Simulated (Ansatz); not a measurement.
**Ag under changes of volume**

One of the cells (18.154 Å³/atom); the others are scaled copies at fixed shape and fractional positions:

```
Ag
1.0
    -1.65565    1.65565    1.65565
     1.65565   -1.65565    1.65565
     1.65565    1.65565   -1.65565
Ag
1
Direct
  0.00000 0.00000 0.00000
```

This isn't the form of Ag at room conditions, which is fcc.

* Program: Ansatz 0.2.0
* Functional: PBEsol
* Potentials or basis: Ansatz PAW
* Cutoff: 420 eV (not typed: the program's choice for these potentials)
* k mesh: 11 × 11 × 11
* Occupations: fermi-dirac, width 0.05 eV
* Spin: no spin polarisation

| volume (Å³/atom) | energy over the lowest point (meV/atom) | pressure (GPa) |
| --- | --- | --- |
| 17.065 | 0.00 | -1.8 |
| 17.428 | ? | ? |
| 17.791 | 17.23 | -5.7 |
| 18.154 | 31.92 | -7.3 |
| 18.517 | 49.93 | -8.6 |
| 18.880 | 70.80 | -9.8 |
| 19.243 | 94.11 | -10.8 |

**Question.** What does the run at 17.428 Å³/atom give?

**Answer.** Energy over the lowest point 6.39 meV/atom; pressure -3.9 GPa.

Worked out: A Birch-Murnaghan fit of order 3 (a polynomial in V^(-2/3)) to the other rows has its minimum at 16.80 Å³/atom, just outside them, with B0 = V·E''(V) = 117 GPa and B' = 5.6. It gives 6.39 meV/atom at 17.428 Å³/atom, against the run's 6.39, and -dE/dV = -3.8 GPa, against -3.9.

Energies are extrapolated to zero smearing.

Caveats: the PAW data sets come from PBE, with cores solved anew for the run's functional, which leaves a small shift of forces and pressure.
